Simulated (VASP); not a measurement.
Sb, 2 atoms in the cell. The structure is trigonal, space group R-3m (No. 166). Conventional cell: a = 4.380 Å, b = 4.380 Å, c = 11.506 Å, α = 90.00°, β = 90.00°, γ = 120.00°. Sb (site symmetry 3m) has 3 Sb at 2.95 Å as nearest neighbours. 

| Item | Value |
| --- | --- |
| Program | VASP 6.6.1 |
| Task | relaxation of cell and atoms |
| Functional | PBE |
| Potentials or basis | VASP PAW PBE potentials, release 64 (Sb) |
| Cutoff | 300 eV |
| k mesh | 6 × 6 × 5 |
| Occupations | methfessel-paxton, width 0.1 eV |
| Spin | no spin polarisation |
| Further INCAR settings | ALGO = Normal; EDIFF = 1e-07; IBRION = 2; EDIFFG = -0.005; NSW = 90; ISIF = 3 |

Potentials or basis: VASP PAW PBE potentials, release 64 (Sb).

Launch:

```console
$ cat potpaw_PBE.64/Sb/POTCAR > POTCAR
$ mpirun -np 1 vasp_std > vasp.out
```

Hardware: 1 thread of Intel(R) Xeon(R) Platinum 8488C (Sapphire Rapids), with other jobs on the host.

Question: Estimate the wall time of this run.

Answer: Wall time 9.3 s on 1 thread of Intel(R) Xeon(R) Platinum 8488C (Sapphire Rapids), with other jobs on the host, peak memory 0.15 GiB. Counts: scf iterations 13, k points 55, ion steps 1.
